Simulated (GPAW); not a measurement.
Input of a GPAW 26.7.0 run:

File run.py:

```python
from ase.dft.bandgap import bandgap
from ase.io import write
from ase.spacegroup import crystal
from gpaw import GPAW, PW

# Ga 4a
# P 4c
atoms = crystal(['Ga', 'P'],
                basis=[[0.0, 0.0, 0.0],
                       [0.25, 0.25, 0.25]],
                spacegroup=216, setting=1,  # F-43m
                cellpar=[5.4505, 5.4505, 5.4505, 90.0, 90.0, 90.0],
                primitive_cell=True)

calc = GPAW(mode=PW(450),
            xc='HSE03',
            kpts={'size': (4, 4, 4), 'gamma': True},
            occupations={'name': 'fermi-dirac', 'width': 0.05},
            nbands=9,
            convergence={'density': 1e-05, 'energy': 1e-05},
            maxiter=60,
            txt='gpaw.txt')
atoms.calc = calc
energy = atoms.get_potential_energy()
forces = atoms.get_forces()
calc.write('gs.gpw')
write('result.traj', atoms)
print(f'Energy: {energy:.6f} eV')
print('Forces (eV/A):')
print(forces.round(4))
print('Fermi level:', round(calc.get_fermi_level(), 4), 'eV')
print(f'Gap: {bandgap(calc)[0]:.4f} eV, direct: {bandgap(calc, direct=True)[0]:.4f} eV')
```

Potentials or basis: GPAW PAW data sets (gpaw-data 1.2.1), pw.

Launch:

```console
$ OMP_NUM_THREADS=1 python run.py
```

(1) Predict the band gap on the k mesh.

## Answers

(1) 2.39 eV, indirect (least direct gap 2.82 eV).

Caveat: the k mesh is coarse (spacing up to 0.50 Å⁻¹), so the values aren't converged, least of all with exact exchange; exact exchange converges slowly with the k mesh, and this mesh is small; the PAW data sets were made with another functional, which shifts forces and pressure a little.
